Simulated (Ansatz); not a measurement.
Runs of Ansatz 0.2.0 on Ge. Symmetry: P6_3/mmc, No. 194, hexagonal system. Conventional cell: a = 3.998 Å, b = 3.998 Å, c = 6.599 Å, α = 90.00°, β = 90.00°, γ = 120.00°. Around Ge (site symmetry 3m) lie 4 Ge at 2.45 to 2.47 Å. This isn't the form of Ge at room conditions, which is diamond.

```tsv
task	level	cell	k mesh	points for each segment of the path	gap on the mesh (eV)	pressure (GPa)	relaxed volume (Å³/atom)	largest force (eV/Å)
relaxation of cell and atoms	PBEsol	relaxed	6 × 6 × 3	-	0.17	0.0	(b)	-
band structure	BLYP	as given	8 × 8 × 4	14	-	6.6	-	0.03
relaxation of cell and atoms	PBE	relaxed	6 × 6 × 3	-	0.23	0.0	(a)	-
relaxation of cell and atoms	BLYP	relaxed	6 × 6 × 3	-	none	0.0	25.47	0.01
band structure	revPBE	as given	8 × 8 × 4	14	none	4.2	-	0.02
```

Alike in all rows: potentials or basis Ansatz PAW; no spin polarisation; cutoff (eV) 420; smearing fermi-dirac 0.05 eV.

Q: Fill in the values left out.

A: (a) 23.94; (b) 22.87.

Caveats: the PAW data sets come from PBE, with cores solved anew for the run's functional, which leaves a small shift of forces and pressure (some runs); the plane-wave basis is chosen anew once the cell has moved, so the energies of steps on either side of that aren't comparable (some runs); odd divisions of the mesh miss points on the zone boundary, where band edges often lie, so the gap on the mesh can be too wide (some runs).

A k mesh can miss the band edges, and the runs leave out spin-orbit coupling on Ge.

A gap of «none» marks a metal or a gap under the smearing width.
